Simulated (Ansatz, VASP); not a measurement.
# Two plane-wave programs on Li

The input INCAR:

```
SYSTEM = Li
PREC = Accurate ; ENCUT = 600
EDIFF = 1E-6 ; ISMEAR = -1
SIGMA = 0.05 ; LREAL = .FALSE.
LASPH = .TRUE. ; NELM = 60
ALGO = Normal ; ISIF = 3
LWAVE = .FALSE. ; LCHARG = .FALSE.
GGA = RP ; IVDW = 12
IBRION = 2 ; NSW = 60
EDIFFG = -0.01
```

Contents of KPOINTS:

```
Automatic mesh
0
G
  11 11 11
  0 0 0
```

POSCAR

```
Li
1.0
   -1.7546500000      1.7546500000      1.7546500000
    1.7546500000     -1.7546500000      1.7546500000
    1.7546500000      1.7546500000     -1.7546500000
Li
1
Direct
    0.0000000000      0.0000000000      0.0000000000
```

File input.yaml:

```yaml
crystal:
  lattice:
    - [-1.75465, 1.75465, 1.75465]
    - [1.75465, -1.75465, 1.75465]
    - [1.75465, 1.75465, -1.75465]
  atoms:
    - { symbol: Li, position: [0.0, 0.0, 0.0] }
hamiltonian:
  xc: rpbe
  pseudopotentials: { kind: paw }
  dispersion: d3bj
kpoints:
  mp_grid: { grid: [11, 11, 11] }
scf:
  occupations: { method: fermi_dirac, width: 0.05 }
output:
  forces: true
  stress: true
relax:
  f_tol: 0.01
  max_steps: 40
  cell: { stress_tol: 0.05 }
```

Alike in both runs: task relaxation of cell and atoms; functional RPBE; dispersion D3(BJ); k mesh 11 × 11 × 11; occupations fermi-dirac, width 0.05 eV; no spin polarisation.

```csv
,VASP,Ansatz
version,VASP 6.6.1,Ansatz 0.2.0
potentials or method,"VASP PAW PBE potentials, release 64 (Li_sv)",Ansatz PAW
plane-wave cutoff (eV),600,420
valence electrons in the cell,3,3
```

```tsv
	VASP	Ansatz	Ansatz less VASP
relaxed volume (Å³/atom)	11.94	11.93	-0.005
relaxed cell length with the largest relative difference (Å)	2.494	2.493	-0.0003
energy change over the relaxation (meV/atom)	-393	-377	+15.6
```

Caveats: the volume moved by over 15 % at a fixed basis, so the end points are rough; the volume moved by -45 % from the deposited cell, more than functionals usually miss; the cutoff is under 1.25 times the usual one of these potentials, so pressure, stress and relaxed cells hold a basis-set (Pulay) error (VASP); the PAW data sets were made with another functional, which shifts forces and pressure a little (VASP); pairwise dispersion overbinds metals, which lowers pressure and volume (VASP); the potentials were made for another functional, which shifts forces and pressure (Ansatz); the plane-wave basis is chosen anew once the cell has moved, so the energies of steps on either side of that aren't comparable (Ansatz).
